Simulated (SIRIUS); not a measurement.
Crystal: Zn.

```
Zn
1.0
     2.67000    0.00000    0.00000
    -1.33500    2.31229    0.00000
     0.00000    0.00000    4.96600
Zn
2
Cartesian
  1.3350 0.7708 3.7245
  0.0000 1.5415 1.2415
```

Base run:

```yaml
Program: SIRIUS 7.12.0
Functional: PBE
Potentials_or_basis: SSSP 1.3.0 PBE efficiency
Cutoff: 828 eV
Density_cutoff: 6645 eV
k_mesh: 9 × 9 × 5
Occupations: fermi-dirac, width 0.05 eV
Spin: no spin polarisation
```

Its results: band gap on the k mesh none (metal or under the smearing width); pressure -0.5 GPa.

Question: The run is repeated on the same cell with these changes: potentials or basis from SSSP 1.3.0 PBE efficiency to JTH 2.0 PBE (PAW); cutoff from 828 eV to 557 eV; density cutoff from 6645 eV to 5442 eV; valence electrons from 40 to 24. What comes out?

Answer: Band gap on the k mesh none (metal or under the smearing width); pressure -1.2 GPa.

Not every run made on this cell is shown here.
